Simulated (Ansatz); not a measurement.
Ca:

```xyz
4
Lattice="-3.7228 3.7278 3.3301 3.7228 -3.7278 3.3301 3.7228 3.7278 -3.3301" Properties=species:S:1:pos:R:3 pbc="T T T"
Ca    1.2719    2.4572    0.0000
Ca    2.4509    1.2706    3.3301
Ca   -1.2719    2.4572    3.3301
Ca    4.9947    1.2706    0.0000
```

This isn't the form of Ca at room conditions, which is fcc.

```yaml
Program: Ansatz 0.2.0
Task: single point
Functional: PBE
Potentials_or_basis: Ansatz PAW
Cutoff: "420 eV (not typed: the program's choice for these potentials)"
k_mesh: 6 × 6 × 6
Occupations: fermi-dirac, width 0.05 eV
Spin: no spin polarisation
```

On this cell: pressure -0.3 GPa; largest force 0.016 eV/Å; band gap on the k mesh none (metal or under the smearing width).

The same run follows on a disturbed copy (atoms moved at random, drawn with an rms of 0.05 Å):

```
Ca
1.0
    -3.72277    3.72776    3.33014
     3.72277   -3.72776    3.33014
     3.72277    3.72776   -3.33014
Ca
4
Direct
  0.33213 0.16999 0.50302
  0.67551 0.83288 0.49689
  0.82509 0.33028 0.16108
  0.16635 0.67026 0.84110
```

What changes?

The energy (extrapolated to zero smearing) moves by +0.9 meV/atom; pressure -0.3 GPa; largest force 0.093 eV/Å; band gap on the k mesh none (metal or under the smearing width).

Forces in eV/Å, atoms in the order of the input:
```
Ca   0.024 -0.037  0.051
Ca   0.047 -0.014 -0.079
Ca  -0.058  0.037  0.021
Ca  -0.013  0.014  0.008
```

Stress tensor (GPa, compression positive):
```
-0.21  0.00 -0.03
 0.00 -0.16  0.04
-0.03  0.04 -0.48
```
